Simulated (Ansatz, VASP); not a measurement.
**One calculation of CuO, two programs**

The input INCAR:

```
ALGO = Normal
EDIFF = 1E-7
ENCUT = 520
GGA = PE
ISIF = 2
ISMEAR = 0
ISPIN = 2
LASPH = T
LCHARG = F
LDAU = T
LDAUJ = 0 0
LDAUL = 2 -1
LDAUPRINT = 1
LDAUTYPE = 2
LDAUU = 5 0
LMAXMIX = 4
LORBIT = 11
LREAL = F
LWAVE = F
MAGMOM = 1 1 0 0
NBANDS = 29
NELM = 150
PREC = Accurate
SIGMA = 0.05
```

KPOINTS

```
k-points
0
Gamma
  7 7 4
```

File POSCAR:

```
CuO
1.0
    2.3418496200     -1.7112997200      0.0000000000
    2.3418496200      1.7112997200      0.0000000000
   -0.8500298600      0.0000000000      5.0578691900
Cu O
2 2
Direct
    0.0000000000      0.5000000000      0.0000000000
    0.5000000000      0.0000000000      0.5000000000
    0.5816000000      0.4184000000      0.2500000000
    0.4184000000      0.5816000000      0.7500000000
```

Input for Ansatz:

```yaml
crystal:
  lattice:
    - [2.34184962, -1.71129972, 0.0]
    - [2.34184962, 1.71129972, 0.0]
    - [-0.85002986, 0.0, 5.05786919]
  atoms:
    - { symbol: Cu, position: [0.0, 0.5, 0.0], spin: 1.0 }
    - { symbol: Cu, position: [0.5, 0.0, 0.5], spin: 1.0 }
    - { symbol: O, position: [0.5816, 0.4184, 0.25] }
    - { symbol: O, position: [0.4184, 0.5816, 0.75] }
basis:
  ecutwfc: 420
  ecutrho_ratio: 4
kpoints:
  mp_grid: { grid: [7, 7, 4] }
hamiltonian:
  xc: pbe
  hubbard:
    sites: [{ site: 0, l: d, u_eff: 5.0 }, { site: 1, l: d, u_eff: 5.0 }]
scf:
  occupations: { method: gaussian, width: 0.05 }
  lower_state_search: "off"
  max_iter: 150
output:
  forces: true
  stress: true
  eigenvalues: true
  populations: true
  hubbard: { sites: [{ site: 0, l: d }, { site: 1, l: d }] }
magnetization:
  spin_polarized: true
```

Alike in both runs: task single point; functional PBE; k mesh 7 × 7 × 4; occupations gaussian, width 0.05 eV; collinear spin; Hubbard terms Cu d U = 5.0 eV.

|  | VASP | Ansatz |
| --- | --- | --- |
| version | VASP 6.6.1 | Ansatz 0.2.0 |
| potentials or method | VASP PAW PBE potentials, release 64 (Cu, O) | scalar-relativistic, plane waves, PAW |
| plane-wave cutoff (eV) | 520 | 420 |
| valence electrons in the cell | 34 | 50 |

```csv
,VASP,Ansatz,Ansatz less VASP
pressure (GPa),4.1,8.7,+4.66
largest component of the traceless stress (GPa),0.65,0.74,+0.095
rms of the force components (eV/Å),0.013,0.013,+0.0005
net moment per atom (μB),0.50,0.49,-0.007
size of the moment on the site where the two differ most (μB),0.68,0.63,-0.050
```

Site moments also hang on the region over which each program counts them. The programs project onto different local orbitals, so the same U acts differently. Atom by atom the forces differ by 0.001 eV/Å (rms over components). The two sets of potentials don't hold the same shells in valence. Ansatz warned: «filled_band_counts_differ_across_k_points».

Caveats: an odd mesh through Γ misses points on the zone boundary, where band edges often lie. The state reached can hang on the start; a lower one may exist.
